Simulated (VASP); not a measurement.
Crystal: As.

```
CELL_PARAMETERS angstrom
1.82500 -5.50000 0.00000
1.82500 5.50000 0.00000
0.00000 0.00000 4.47000
ATOMIC_POSITIONS crystal
As 0.11000 0.89000 0.06000
As 0.61000 0.39000 0.44000
As 0.89000 0.11000 0.94000
As 0.39000 0.61000 0.56000
```

This isn't the form of As at room conditions, which is rhombohedral.

| Property | Result |
| --- | --- |
| Program | VASP 6.6.1 |
| Task | relaxation of cell and atoms |
| Functional | r2SCAN |
| Potentials or basis | VASP PAW PBE potentials, release 64 (As) |
| Cutoff | 600 eV |
| k mesh | 12 × 12 × 8 |
| Occupations | methfessel-paxton, width 0.1 eV |
| Spin | no spin polarisation |

At the start: pressure 1.5 GPa; volume 22.43 Å³/atom.

**Question.** How do energy, volume and symmetry change on relaxing?

**Answer.** Over 15 steps the energy falls by 20.1 meV/atom and the volume is 24.62 Å³/atom (+9.7 %); space group Cmce (No. 64, to 0.05 Å).

The path:
| step | energy change (eV) | largest force (eV/Å) | pressure (GPa) | volume (Å³) |
| --- | --- | --- | --- | --- |
| 1 | 0.0000 | 0.3525 | 1.46 | 89.74 |
| 2 | -0.0344 | 0.2866 | 0.08 | 92.41 |
| 3 | -0.0395 | 0.2803 | -0.63 | 93.94 |
| 4 | -0.0545 | 0.0449 | 0.48 | 94.10 |
| 5 | -0.0545 | 0.0489 | 0.52 | 94.11 |
| 6 | -0.0675 | 0.0195 | 0.31 | 95.35 |
| 7 | -0.0783 | 0.0896 | -0.11 | 99.01 |
| 8 | -0.0797 | 0.0597 | -0.01 | 98.03 |
| 9 | -0.0792 | 0.1000 | 0.09 | 98.22 |
| 10 | -0.0803 | 0.0148 | 0.03 | 98.11 |
| 11 | -0.0804 | 0.0123 | 0.02 | 98.21 |
| 12 | -0.0804 | 0.0125 | -0.01 | 98.34 |
| 13 | -0.0804 | 0.0046 | -0.01 | 98.40 |
| 14 | -0.0805 | 0.0054 | -0.01 | 98.47 |
| 15 | -0.0805 | 0.0076 | 0.01 | 98.47 |

Final structure:
```cif
data_structure
_symmetry_space_group_name_H-M 'P 1'
_symmetry_Int_Tables_number 1
_cell_length_a 5.9812
_cell_length_b 5.9812
_cell_length_c 4.7404
_cell_angle_alpha 90.000
_cell_angle_beta 90.000
_cell_angle_gamma 144.503
_cell_volume 98.47
loop_
_atom_site_label
_atom_site_type_symbol
_atom_site_fract_x
_atom_site_fract_y
_atom_site_fract_z
_atom_site_occupancy
As1 As 0.10453 0.89547 0.07342 1
As2 As 0.60453 0.39547 0.42658 1
As3 As 0.89547 0.10453 0.92658 1
As4 As 0.39547 0.60453 0.57342 1
```

Caveat: the PAW data sets were made with another functional, which shifts forces and pressure a little.
